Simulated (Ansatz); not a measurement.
# Clamped-ion strain scan in AgCl

Computed with Ansatz 0.2.0, DFT PBE, scalar-relativistic, plane waves, PAW. Cutoff 420 eV, Γ-centred 8×8×8 k-points, Gaussian smearing of 0.05 eV. No spin polarisation. Energies are free energies at this smearing, counted from the undisturbed cell; pressure is positive in compression.

The undisturbed cell (as given, not relaxed at this level; it stands at 1.6 GPa):

```xyz
2
Lattice="0.0000 2.7731 2.7731 2.7731 0.0000 2.7731 2.7731 2.7731 0.0000" Properties=species:S:1:pos:R:3 pbc="T T T"
Ag    2.7731    2.7731    2.7731
Cl    0.0000    0.0000    0.0000
```

The cell is strained by ε times the Voigt pattern (0, 0, 0, 0, 1, 0) (xx, yy, zz, yz, xz, xy; engineering shear) with fractional coordinates fixed.

| ε | ΔE (meV/atom) |
| --- | --- |
| -0.0400 | 0.7 |
| -0.0200 | 0.2 |
| 0.0000 | 0.0 |
| 0.0050 | 0.0 |
| 0.0100 | 0.0 |
| 0.0150 | 0.1 |
| 0.0250 | 0.3 |
| 0.0300 | 0.4 |
| 0.0350 | 0.5 |

**Question.** Predict the stress summed along the pattern (GPa, tension positive) at each point.

**Answer.**
| ε | stress summed along the pattern (GPa, tension positive) |
| --- | --- |
| -0.0400 | -0.21 |
| -0.0200 | -0.11 |
| 0.0000 | 0.00 |
| 0.0050 | 0.03 |
| 0.0100 | 0.05 |
| 0.0150 | 0.08 |
| 0.0250 | 0.13 |
| 0.0300 | 0.16 |
| 0.0350 | 0.19 |